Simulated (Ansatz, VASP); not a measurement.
# Cross-check of GaSb between VASP and Ansatz

Wanted: the spread between two codes on one cell, functional and k mesh. The cell is taken from a series of VASP runs on this material, whose earlier steps may have relaxed, scaled or displaced it; both programs get it as it stands.

Method: plane waves, with VASP 6.6.1 beside it; relaxation of cell and atoms at LDA, in Ansatz 0.2.0.

**1. The starting structure**

Symmetry: F-43m, No. 216, cubic system. Conventional cell: a = 6.054 Å, b = 6.054 Å, c = 6.054 Å, α = 90.00°, β = 90.00°, γ = 90.00°. Sb has 4 Ga at 2.62 Å nearest. Nearest to Ga lie 4 Sb at 2.62 Å. Farther neighbours are not listed.

**2. Ansatz: relaxation of cell and atoms, LDA**

Ansatz runs on its default PAW (the set named soft_2) files.

The relaxed volume is the usual yardstick between codes: its relative difference is about their pressure difference at one cell divided by the bulk modulus.

File input.yaml:

```yaml
crystal:
  lattice:
    - [0.0, 3.027101828, 3.027101828]
    - [3.027101828, 0.0, 3.027101828]
    - [3.027101828, 3.027101828, 0.0]
  atoms:
    - { symbol: Sb, position: [0.25, 0.25, 0.25] }
    - { symbol: Ga, position: [0.0, 0.0, 0.0] }
hamiltonian:
  xc: lda
  pseudopotentials: { kind: paw }
kpoints:
  mp_grid: { grid: [10, 10, 10] }
scf:
  occupations: { method: gaussian, width: 0.03 }
relax:
  f_tol: 0.01
  max_steps: 60
  cell: { stress_tol: 0.05 }
output:
  forces: true
  stress: true
```

The run is started by

```console
> ansatz run input.yaml --threads 4 --pin off --max-ram 9216MiB --backend cpu --events-out ev --progress --plain --runs-dir out
```

Numbers of over 12 decimals in the logs are rounded to 6 here.

The program printed:

```text
Engine: ansatz 0.2.0, x86_64-unknown-linux-gnu
Pseudopotentials: kind: paw
Pseudopotential: Sb, paw, valence charge 15, recommended cutoff 420 eV (normal), Sb.paw.azcp
Pseudopotential: Ga, paw, valence charge 13, recommended cutoff 420 eV (normal), Ga.paw.azcp
Functional definition: SPW92
  exchange = slater_x
  correlation = pw_c
Crystal: 2 atoms, lattice volume = 55.477 Å³
Basis set: ecut = 420 eV, 1067 PW (Γ)
Bands: 18, of which v1, the nominal top of the filled ones, is band 14 counted from 1 (13 counted from 0)
Symmetry: 24 space group operations
Space group: F-43m (ITA 216), of the structure as read, at distance tolerance 3.8e-5 Å
k-points: 47 of 1000 (time reversal used)
Non-local potential: Sb, projectors of the file, l = 0: 2, l = 1: 2, l = 2: 2, l = 3: 2
Non-local potential: Ga, projectors of the file, l = 0: 2, l = 1: 2, l = 2: 3, l = 3: 1
PAW form: soft (Blöchl's): semilocal exchange-correlation on the pseudo side does not see the compensation charge
PAW frozen core: Sb, regenerated for the run's functional, and the local potential with it (the file was generated under x = pbe(κ = 0.804, μ = 0.219515), c = pbe(β = 0.066725))
PAW frozen core: Ga, regenerated for the run's functional, and the local potential with it (the file was generated under x = pbe(κ = 0.804, μ = 0.219515), c = pbe(β = 0.066725))
PAW one-centre angular grid: Sb, 590 points (default); XC on 64 Gauss nodes
PAW one-centre angular grid: Ga, 590 points (default); XC on 64 Gauss nodes
Initial density: superposition of atomic densities (neutral atoms: chi_scale 0, normalization atom), corrected by the library's trained network
Initial wavefunctions: pseudopotential atomic-orbital guess
Functional: x = slater, c = lda
SCF iter   1: F=—  HF=-10043.055140 eV  |F-HF|=—  |Δ(HF+E_count)|=         —  Δρ=5.85e-3  dr2=8.67e-3  ethr=1.77e-3  ⟨swp⟩=6.1  Hψ=4526  notcnv=0
preconditioner: auto → none  [insulator: Δε(μ)=0.032 eV  Ē_g=14.720 eV  σ=0.030 eV  W_gap=0.52  n_scr=14 (ndim 8)  ℏωp=21.2 eV  f_vac=0.085  D(μ)=0.09/eV (n_scr^D=0)  ε∞_Penn≈3.1]
SCF iter   2: F=—  HF=-10043.051529 eV  |F-HF|=—  |Δ(HF+E_count)|=   3.61e-3  Δρ=2.42e-3  dr2=1.15e-3  ethr=3.10e-5  ⟨swp⟩=2.5  Hψ=1982  notcnv=0
SCF iter   3: F=—  HF=-10043.051537 eV  |F-HF|=—  |Δ(HF+E_count)|=   8.35e-6  Δρ=5.61e-4  dr2=1.26e-4  ethr=4.10e-6  ⟨swp⟩=2.4  Hψ=1292  notcnv=0
SCF iter   4: F=—  HF=-10043.051519 eV  |F-HF|=—  |Δ(HF+E_count)|=   1.83e-5  Δρ=2.19e-4  dr2=1.60e-5  ethr=4.50e-7  ⟨swp⟩=2.0  Hψ=1270  notcnv=0
SCF iter   5: F=—  HF=-10043.051509 eV  |F-HF|=—  |Δ(HF+E_count)|=   1.01e-5  Δρ=2.48e-5  dr2=3.11e-7  ethr=5.70e-8  ⟨swp⟩=2.0  Hψ=1270  notcnv=0
SCF iter   6: F=-10043.051509 eV  HF=-10043.051509 eV  |F-HF|=2.87e-9  |Δ(HF+E_count)|=   6.43e-8  Δρ=4.55e-6  dr2=8.92e-9  ethr=3.57e-10  ⟨swp⟩=4.5  Hψ=3034  notcnv=0
SCF 1 converged in 6 iterations: F = -10043.051509 eV  dr2 = 8.92e-9
  greatest PAW one-centre occupation: 0.998 electrons in one spin orbital (limit 2), on the Sb atom at site 0 (counted from 0), in its partial waves of l = 2
relax step   1: F+E_penalty+E_count = -10043.05150873 eV  Δ(F+E_penalty+E_count) = +0.000e0 eV  max|allowed force component| = 1.850e-16 eV/Å  Δτ_max = 0.0000 Å  P = -0.164 GPa  Ω = 55.477 Å³  (6 SCF iters, dr2 threshold 1.00e-7 eV, accepted)
[...]
relax step   2: F+E_penalty+E_count = -10043.05163235 eV  Δ(F+E_penalty+E_count) = -1.236e-4 eV  max|allowed force component| = 3.412e-17 eV/Å  Δτ_max = 0.0000 Å  P = +0.042 GPa  Ω = 55.265 Å³  energy of the carried Pulay correction = +4.150e-5 eV  (4 SCF iters, dr2 threshold 6.75e-8 eV, accepted)
[...]
relax step   3: F+E_penalty+E_count = -10043.05159003 eV  Δ(F+E_penalty+E_count) = +4.232e-5 eV  max|allowed force component| = 4.626e-17 eV/Å  Δτ_max = 0.0000 Å  P = +0.042 GPa  Ω = 55.265 Å³  stress off target by 4.19e-2 GPa  SCF on the basis re-selected at this cell (its energy is not comparable with the rows above)  (4 SCF iters)
basis re-selected at this cell: Δ(F+E_penalty+E_count) = +4.232e-5 eV, ΔP = +0.000 GPa vs the last step (what re-selecting the basis moved, of the pressure what is left beyond the Pulay correction that the steps carried, after the strain that the cell walked since its last selection, with what the two solves' SCF thresholds leave and, on support functions, any second-order correction that the steps lacked; it is no m [...]
SCF converged after 4 iterations
Free energy (F): -10043.051590 eV
Harris-Foulkes:  -10043.051590 eV  (|F-HF|=3.64e-12)
Internal energy: -10043.051577 eV  (E = F + TS)
E sigma→0 (E₀):  -10043.051584 eV
Entropy (-TS):   -0.000013 eV (-0.006 meV/atom)
Fermi energy:    7.893165 eV
--- Per-component energies (eV) ---
  E_band       = -259.716935
  E_kinetic    = 325.674054
  E_local      = -3875.761818  (includes V_loc(G=0)·N_el)
  E_nonlocal   = 793.259456
  E_hartree    = 1781.828243
  E_xc         = -207.039406
  E_vxc        = -156.406392  (∫ρ·V_xc dr)
  E_paw        = -6339.885651  (= ΣΔE_a)
  E_vpaw       = -910.138475  (= ΣTr[D̂ρ^β])
  E_aug_tail   = -0.000127  (compensation charges beyond the density's cutoff)
  E_ewald      = -2523.413632
  E_core_change = 2.287303  (= ΣΔE_core)
  E_smearing   = -0.000013  (= −TS)
  E_closure    = 0.000000  (closes the sum)
  Σ components = -10043.051590   (vs F -10043.051590, Δ=0.00e0)
--- Forces (eV/Å), atoms counted from 1 ---
  atom   1  Sb    -0.00000000    -0.00000000    -0.00000000
  atom   2  Ga     0.00000000     0.00000000    -0.00000000
  max |Σ_I F_I| component: 5.20e-17 eV/Å
--- Stress (GPa, compression-positive) ---
        0.041934      -0.000000       0.000000
       -0.000000       0.041934       0.000000
        0.000000       0.000000       0.041934
  P = ⅓ Tr σ = 0.0419 GPa (0.419 kbar)
--- Relaxed structure (2 steps of the walk, 2 accepted, 1 SCFs on fresh bases) ---
  F+E_penalty+E_count = -10043.05159003 eV   max|allowed force component| = 4.626e-17 eV/Å   (the final SCF, on the basis selected at the relaxed cell)
  cell:  # Å, volume = 55.2650 Å³
    - [0, 3.023245, 3.023245]
    - [3.023245, 0, 3.023245]
    - [3.023245, 3.023245, 0]
  atoms:
    - { symbol: Sb, position: [0.25, 0.25, 0.25] }
    - { symbol: Ga, position: [0, 0, 0] }
```

Elapsed: 2.4 s, on 4 threads of Intel Xeon 6975P-C (Granite Rapids), shared host; peak memory 0.46 GiB.

**3. VASP: relaxation of cell and atoms, LDA**

The same cell, functional (in two slightly different forms), mesh and smearing now go to VASP, with its own data sets and cutoff.

Lines of VASP's logs that name or quote its potential files are left out, and so is its time.

File INCAR:

```
SYSTEM = GaSb
PREC = Accurate
ENCUT = 450
EDIFF = 1E-07
NELM = 100
ISMEAR = 0
SIGMA = 0.03
LREAL = .FALSE.
ALGO = Normal
GGA = CA
NBANDS = 15
LORBIT = 11
LWAVE = .FALSE.
LCHARG = .FALSE.
KPAR = 4
IBRION = 2
NSW = 50
ISIF = 3
EDIFFG = -0.002
```

File POSCAR:

```
GaSb
1.0
    0.0000000000      3.0271018280      3.0271018280
    3.0271018280      0.0000000000      3.0271018280
    3.0271018280      3.0271018280      0.0000000000
Sb Ga
1 1
Direct
    0.2500000000      0.2500000000      0.2500000000
    0.0000000000      0.0000000000      0.0000000000
```

File KPOINTS:

```
Automatic mesh
0
Gamma
10 10 10
0 0 0
```

Potentials, in the order of the species: Sb and Ga_d (LDA family, release 64).

The run is started by

```console
> mpirun -np 4 vasp_std
```

The program printed:

```text
[banner, memory and clock lines left out]
running    4 mpi-ranks, on    1 nodes
 distrk:  each k-point on    1 cores,    4 groups
 distr:  one band on    1 cores,    1 groups

 POSCAR found type information on POSCAR SbGa
 POSCAR found :  2 types and       2 ions
 LDA part: xc-table for (Slater(with rela. corr.)+CA(PZ))
 , standard interpolation
 POSCAR, INCAR and KPOINTS ok, starting setup
 FFT: planning ... GRIDC
 FFT: planning ... GRID_SOFT
 FFT: planning ... GRID
 WAVECAR not read
 entering main loop
       N       E                     dE             d eps       ncg     rms          rms(c)
DAV:   1     0.782121150761E+02    0.78212E+02   -0.81288E+03  1426   0.136E+03
DAV:   2    -0.274477353771E+01   -0.80957E+02   -0.77986E+02  1662   0.291E+02
DAV:   3    -0.868904473657E+01   -0.59443E+01   -0.59161E+01  1676   0.653E+01
DAV:   4    -0.879772022580E+01   -0.10868E+00   -0.10866E+00  1733   0.100E+01
DAV:   5    -0.880033264260E+01   -0.26124E-02   -0.26123E-02  1787   0.139E+00    0.343E+00
DAV:   6    -0.870901862834E+01    0.91314E-01   -0.76217E-02  2105   0.448E+00    0.199E+00
DAV:   7    -0.867214548724E+01    0.36873E-01   -0.53036E-02  1585   0.186E+00    0.293E-01
DAV:   8    -0.867189511967E+01    0.25037E-03   -0.48547E-03  1792   0.858E-01    0.985E-02
DAV:   9    -0.867197322195E+01   -0.78102E-04   -0.34756E-04  1710   0.166E-01    0.402E-02
DAV:  10    -0.867196606159E+01    0.71604E-05   -0.17665E-05  1820   0.370E-02    0.144E-02
DAV:  11    -0.867196814989E+01   -0.20883E-05   -0.44543E-06  1621   0.198E-02    0.523E-03
DAV:  12    -0.867196811661E+01    0.33285E-07   -0.23611E-07  1787   0.353E-03
   1 F= -.86719681E+01 E0= -.86719664E+01  d E =-.867197E+01
[...]
2 F= -.86719671E+01 E0= -.86719659E+01  d E =0.991402E-06
[...]
3 F= -.86719693E+01 E0= -.86719677E+01  d E =-.117354E-05
[...]
4 F= -.86719690E+01 E0= -.86719676E+01  d E =-.880247E-06
 curvature:  -0.27 expect dE=-0.793E-06 dE for cont linesearch -0.793E-06
 ZBRENT: interpolating
 opt :   0.4982  next Energy=    -8.671970 (dE=-0.147E-05)
 bond charge predicted
       N       E                     dE             d eps       ncg     rms          rms(c)
DAV:   1    -0.867197150252E+01   -0.24919E-05   -0.27631E-05  1781   0.871E-02    0.849E-03
DAV:   2    -0.867196975588E+01    0.17466E-05   -0.31967E-06  1739   0.336E-02    0.386E-03
DAV:   3    -0.867196932603E+01    0.42985E-06   -0.44549E-07  1648   0.108E-02    0.888E-04
DAV:   4    -0.867196927746E+01    0.48568E-07   -0.44837E-08   761   0.287E-03
   5 F= -.86719693E+01 E0= -.86719678E+01  d E =-.116085E-05
 curvature:  -0.10 expect dE=-0.320E-07 dE for cont linesearch -0.320E-07
 trial: gam=-0.14952 g(F)=  0.324E-48 g(S)=  0.311E-06 ort = 0.170E-05 (trialstep = 0.900E+00)
 search vector abs. value=  0.105E-07
 reached required accuracy - stopping structural energy minimisation
```

OUTCAR, selected parts (step 3):

```text
ion  position               nearest neighbor table
   1  0.250  0.250  0.250-   2 2.62   2 2.62   2 2.62   2 2.62
   2  0.000  0.000  0.000-   1 2.62   1 2.62   1 2.62   1 2.62

  LATTYP: Found a face centered cubic cell.
 ALAT       =     6.0542036560

 Subroutine GETGRP returns: Found 24 space group operations
 (whereof 24 operations were pure point group operations)

The static configuration has the point symmetry T_d .

 Found     47 irreducible k-points:

   k-points           NKPTS =     47   k-points in BZ     NKDIM =     47   number of bands    NBANDS=     15

   dimension x,y,z NGX =    30 NGY =   30 NGZ =   30
   dimension x,y,z NGXF=    60 NGYF=   60 NGZF=   60

   ENCUT  =  450.0 eV  33.07 Ry    5.75 a.u.   7.40  7.40  7.40*2*pi/ulx,y,z

   NELECT =      18.0000    total number of electrons

 k-points in reciprocal lattice and weights: Automatic mesh
   0.00000000  0.00000000  0.00000000       0.001
   0.10000000  0.00000000  0.00000000       0.008
   0.20000000  0.00000000  0.00000000       0.008
   0.30000000  0.00000000  0.00000000       0.008
   0.40000000  0.00000000  0.00000000       0.008
   0.50000000  0.00000000  0.00000000       0.004
   0.10000000  0.10000000  0.00000000       0.006
   0.20000000  0.10000000  0.00000000       0.024
   0.30000000  0.10000000  0.00000000       0.024
[...]
-0.30000000  0.40000000  0.20000000       0.024
  -0.30000000  0.50000000  0.20000000       0.012

 average (electrostatic) potential at core
       1 -88.3603       2 -66.6019

 E-fermi :   5.0683

 k-point     1 :       0.0000    0.0000    0.0000
  band No.  band energies     occupation
    ...
      5     -10.1445      2.00000
      6      -6.7297      2.00000
      7       5.0124      1.99159
      8       5.0124      1.99159
      9       5.0124      1.99159
     10       5.1158      0.02524
     11       7.7528      0.00000
     12       7.7528      0.00000
     13       7.7528      0.00000
     14      10.6516      0.00000
    ...

 k-point     2 :       0.1000    0.0000    0.0000
  band No.  band energies     occupation
    ...
      5     -10.1446      2.00000
      6      -6.6230      2.00000
      7       3.4078      2.00000
      8       4.8303      2.00000
      9       4.8303      2.00000
     10       6.0211      0.00000
     11       7.9982      0.00000
     12       7.9982      0.00000
     13       8.1635      0.00000
     14      11.2522      0.00000
    ...

 k-point     3 :       0.2000    0.0000    0.0000
  band No.  band energies     occupation
    ...
      5     -10.1449      2.00000
      6      -6.3120      2.00000
      7       1.6904      2.00000
      8       4.4595      2.00000
      9       4.4595      2.00000
     10       5.9440      0.00000
     11       8.4631      0.00000
     12       8.4631      0.00000
     13       9.4603      0.00000
     14      12.1134      0.00000
    ...

  Total       -0.0020733     -0.0020733     -0.0020733      0.0000000      0.0000000      0.0000000
  in kB       -0.0599020     -0.0599020     -0.0599020      0.0000000      0.0000000      0.0000000
  external PRESSURE =      -0.0599020 kB  Pullay stress =       0.0000000 kB

  energy-cutoff  :      450.00
  volume of cell :       55.45
      direct lattice vectors                 reciprocal lattice vectors
     0.000000000  3.026689750  3.026689750    -0.165196978  0.165196978  0.165196978
     3.026689750 -0.000000000  3.026689750     0.165196978 -0.165196978  0.165196978
     3.026689750  3.026689750 -0.000000000     0.165196978  0.165196978 -0.165196978

 POSITION                                       TOTAL-FORCE (eV/Angst)
 -----------------------------------------------------------------------------------
      1.51334      1.51334      1.51334         0.000000      0.000000      0.000000
      0.00000      0.00000      0.00000        -0.000000     -0.000000     -0.000000
 -----------------------------------------------------------------------------------
    total drift:                               -0.000000     -0.000000      0.000000

  FREE ENERGIE OF THE ION-ELECTRON SYSTEM (eV)
  ---------------------------------------------------
  free  energy   TOTEN  =        -8.6719692775 eV

  energy  without entropy=       -8.6719663157  energy(sigma->0) =       -8.67196780

 reached required accuracy - stopping structural energy minimisation

 total charge
# of ion       s       p       d       tot
------------------------------------------
    1        1.136   1.363   0.031   2.530
    2        0.920   0.798   9.966  11.684
--------------------------------------------------
tot          2.056   2.161   9.997  14.214

[... 3 further parts left out ...]
```

CONTCAR:

```
GaSb
   1.00000000000000
     0.0000000000000000    3.0266897503200019    3.0266897503200019
     3.0266897503200019   -0.0000000000000000    3.0266897503200019
     3.0266897503200019    3.0266897503200019   -0.0000000000000000
  Sb              Ga
     1     1
Direct
     0.2500000000000000    0.2500000000000000    0.2500000000000000
     0.0000000000000000    0.0000000000000000    0.0000000000000000
```

**4. Side by side**

Known differences besides the potentials themselves: the two LDA forms differ slightly; both relaxations stop at a tolerance, which leaves soft axes loose, and VASP keeps its plane-wave basis; the data sets hold 28 valence electrons in Ansatz (default PAW (the set named soft_2) files) and 18 in VASP; the cutoff is 420 eV in Ansatz and 450 eV in VASP; VASP's log shows a relativistic correction to its local exchange, Ansatz's none; Ansatz adds a Pulay correction to the stress that steers its cell, VASP none. Total energies have different zeros and are not compared.

Compared:

| quantity | Ansatz | VASP | difference |
| --- | --- | --- | --- |
| volume (Å³) | 55.27 | 55.45 | -0.34 % |
| edge a after relaxation, in the typed setting (Å) | 4.276 | 4.280 | -0.11 % |

The walks stopped with 0.04 GPa left in Ansatz and -0.01 GPa in VASP; each walk ends within a tolerance, so the volume difference is uncertain by about these residues over the bulk modulus, most in soft cells.

**5. Results**

| Property | Result |
| --- | --- |
| difference in volume (relaxation of cell and atoms, LDA) | -0.34 % |

In words: The difference in volume is -0.34 % (relaxation of cell and atoms, LDA), within the 1.2 % picked in this series as the mark of a large difference, as far as the stopping tolerances let one tell. How closely two codes agree says nothing of how well the functional describes the real material.

[Lines on the potential files, build, host, timing and source positions are cut from VASP's logs without a mark.]

[Logs are printed without paths, hosts, clocks, repeated set-up lines and the standing remarks that a program may print on its own settings, such as how far it seeks lower states.]

[Hosts, paths, dates, database ids (printed as entryN), source tags and the programs' standing remarks are cut or masked in the printed files.]
